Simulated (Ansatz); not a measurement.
## Rhenium (diamond) across density functionals

All rows: Ansatz, plane waves with scalar-relativistic PAW, 420 eV (500 eV for the SCAN forms), relaxed under each functional, no dispersion correction, no zero-point motion. B₀ comes from uniform scaling at fixed shape; a dash is a value not given.

```csv
functional,V (Å³/atom),cell,B₀ (GPa),magnetic state,ΔE to hcp (meV/atom)
PBE,22.57,a = 5.652 Å,178,spin not included,1614
r²SCAN,22.14,a = 5.616 Å,190,spin not included,1621
PBEsol,21.89,a = 5.595 Å,192,spin not included,1811
LDA,21.50,a = 5.562 Å,200,spin not included,1805
revPBE,22.79,a = 5.670 Å,173,spin not included,1567
BLYP,23.45,a = 5.725 Å,161,spin not included,1016
```

Q: What does RPBE give?

A: V (Å³/atom): 22.88; cell: a = 5.678 Å; B₀ (GPa): 171; magnetic state: spin not included; ΔE to hcp (meV/atom): 1548.
